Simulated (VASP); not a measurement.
# ZnSe in VASP 6.6.1, single-point calculation

INCAR

```
ISMEAR = -1
ENCUT = 520
LCHARG = .FALSE.
NBANDS = 16
ISIF = 2
LREAL = .FALSE.
PREC = High
LASPH = .TRUE.
LWAVE = .FALSE.
NSW = 0
EDIFF = 1E-7
SIGMA = 0.02
IBRION = -1
NELM = 75
GGA = PE
```

KPOINTS

```
KPOINTS created by Atomic Simulation Environment
0
Gamma
8 8 8
0 0 0
```

POSCAR

```
Zn Se
 1.0000000000000000
    -0.0000000000000000    2.8324206843821043    2.8324206843821043
     2.8324206843821043    0.0000000000000000    2.8324206843821043
     2.8324206843821043    2.8324206843821043    0.0000000000000000
 Zn  Se
   1   1
Cartesian
  0.0000000000000000 -0.0000000000000000  0.0000000000000000
  1.4162103421910519  1.4162103421910519  1.4162103421910519
```

The recommended PBE PAW datasets give the neutral cell 18 valence electrons.

Command

```
mpirun -np 1 vasp_std
```

Predict the outcome of this run.

It converged. Results: gap between bands v and c on the k mesh 1.30 eV; least direct gap on the k mesh 1.30 eV; pressure 2.4 GPa. Band v is the last that the valence electrons fill when counted band by band, and c is the next.

OSZICAR

```
N       E                     dE             d eps       ncg     rms          rms(c)
DAV:   1     0.855088601652E+02    0.85509E+02   -0.87729E+03   928   0.127E+03
DAV:   2    -0.921983819685E+00   -0.86431E+02   -0.81450E+02  1032   0.249E+02
DAV:   3    -0.626536670049E+01   -0.53434E+01   -0.53227E+01  1152   0.604E+01
DAV:   4    -0.630727151551E+01   -0.41905E-01   -0.41901E-01  1120   0.562E+00
DAV:   5    -0.630746822198E+01   -0.19671E-03   -0.19670E-03  1168   0.355E-01    0.476E+00
DAV:   6    -0.603837503164E+01    0.26909E+00   -0.53279E-01  1368   0.238E+01    0.363E+00
DAV:   7    -0.601928350571E+01    0.19092E-01   -0.15361E-01  1056   0.350E+00    0.155E+00
DAV:   8    -0.601907086940E+01    0.21264E-03   -0.43857E-03  1264   0.675E-01    0.451E-01
DAV:   9    -0.601930074195E+01   -0.22987E-03   -0.10936E-03  1080   0.251E-01    0.662E-02
DAV:  10    -0.601940759674E+01   -0.10685E-03   -0.19062E-04  1160   0.102E-01    0.217E-02
DAV:  11    -0.601940109401E+01    0.65027E-05   -0.35914E-05  1128   0.506E-02    0.475E-03
DAV:  12    -0.601940221435E+01   -0.11203E-05   -0.48356E-06  1160   0.129E-02    0.267E-03
DAV:  13    -0.601940238674E+01   -0.17239E-06   -0.48569E-07  1120   0.521E-03    0.996E-04
DAV:  14    -0.601940239144E+01   -0.46953E-08   -0.35356E-08   960   0.203E-03
   1 F= -.60194024E+01 E0= -.60194024E+01  d E =-.644641E-11
```

For comparison, a separate PBE run of the intended cell, on usual settings and not on those above, gives a gap of 1.30 eV on its mesh and a pressure of 2.4 GPa.
